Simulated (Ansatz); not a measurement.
Crystal: PbS.

```
Pb S
1.0
     3.65366    0.00000    0.00000
     0.00000    3.65366    0.00000
     0.00000    0.00000    3.65366
Pb S
1 1
Direct
  0.00000 0.00000 0.00000
  0.50000 0.50000 0.50000
```

Measurements of this composition are mostly on another form, of space group No. 225.

* Program: Ansatz 0.2.0
* Task: relaxation of cell and atoms
* Functional: HSEsol
* Potentials or basis: Ansatz PAW
* Cutoff: 420 eV (not typed: the program's choice for these potentials)
* k mesh: 4 × 4 × 4
* Occupations: fermi-dirac, width 0.05 eV
* Spin: no spin polarisation

At the start: volume 24.39 Å³/atom.

Where does the relaxation end?

It ends after 5 steps and the volume is 22.61 Å³/atom (-7.3 %); space group Pm-3m (No. 221, to 0.05 Å).

Step by step:
| step | energy change (eV) | largest force (eV/Å) | volume (Å³) |
| --- | --- | --- | --- |
| 1 | 0.0000 | 0.0000 | 48.77 |
| 2 | -0.0471 | 0.0000 | 43.99 |
| 3 | -0.0546 | 0.0000 | 45.43 |
| 4 | -0.0548 | 0.0000 | 45.22 |
| 5 | -0.0544 | 0.0000 | 45.22 |

Final structure:
```yaml
crystal:
  lattice:
    - [3.56261, 0.00000, 0.00000]
    - [0.00000, 3.56261, 0.00000]
    - [0.00000, 0.00000, 3.56261]
  atoms:
    - { symbol: Pb, position: [0.00000, 0.00000, 0.00000] }
    - { symbol: S, position: [0.50000, 0.50000, 0.50000] }
```

Caveat: the k mesh is coarse (spacing up to 0.43 Å⁻¹), so the values aren't converged, least of all with exact exchange; the plane-wave basis is chosen anew once the cell has moved, so the energies of steps on either side of that aren't comparable; the PAW data sets come from PBE, with cores solved anew for the run's functional, which leaves a small shift of forces and pressure.
